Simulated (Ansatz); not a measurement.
Cu Kα1 powder pattern (kinematic, no thermal factors).
```tsv
2θ (°)	relative intensity
11.62	7
16.50	13
20.23	100
20.23	90
23.20	2
23.37	3
23.63	3
26.02	7
26.41	4
28.73	3
28.75	5
33.16	23
33.35	25
33.46	8
33.48	6
35.37	3
35.43	2
35.44	4
37.15	2
37.71	4
39.05	3
39.05	4
39.25	7
39.27	2
39.58	2
39.60	6
41.12	7
41.13	3
42.97	1
44.35	1
44.36	5
44.85	2
47.79	2
48.34	1
49.42	4
49.89	1
49.91	1
50.89	2
50.91	2
50.99	1
52.22	5
52.23	6
52.48	8
52.50	4
52.64	4
52.67	3
53.77	1
53.97	2
54.38	2
55.09	2
55.10	2
55.73	2
56.80	1
56.82	2
59.28	5
59.30	4
59.51	4
59.54	3
59.87	4
59.90	3
60.53	2
62.04	1
62.44	1
63.06	1
63.49	2
63.51	1
63.57	1
63.60	1
64.19	1
64.20	2
66.02	1
66.22	1
66.94	1
68.03	1
69.61	3
70.05	3
70.31	2
70.36	1
71.29	1
72.19	1
73.19	1
73.20	2
73.41	1
73.42	1
73.47	1
73.48	1
73.81	2
73.86	2
74.24	2
74.29	2
79.04	1
79.14	1
79.58	2
80.53	1
80.57	1
```

The pattern is computed from a structure relaxed with DFT PBE, scalar-relativistic, plane waves, PAW (Ansatz). No spin polarisation. Its elements are O, Si, Zr.

Problem. Give the structure.

Solution. ZrSi₃O₈.
Space group C2 (No. 5). a = 7.525 Å, b = 7.661 Å, c = 7.607 Å, α = 90.00°, β = 90.04°, γ = 90.00°
```tsv
atom	site	symmetry	x	y	z
Zr	2a	2	0.5000	0.2703	0.0000
Si	2b	2	0.5000	0.7268	0.5000
Si	4c	1	0.7255	0.0004	0.7304
O	4c	1	0.4267	0.1385	0.2089
O	4c	1	0.1112	0.1007	0.3680
O	4c	1	0.6412	0.8488	0.6056
O	4c	1	0.8049	0.9131	0.9102
```

A pattern alone doesn't exclude other cells with like lines; this is the one computed.

It was reached by relaxing an invented guess, and it needn't be the stable form of this composition.
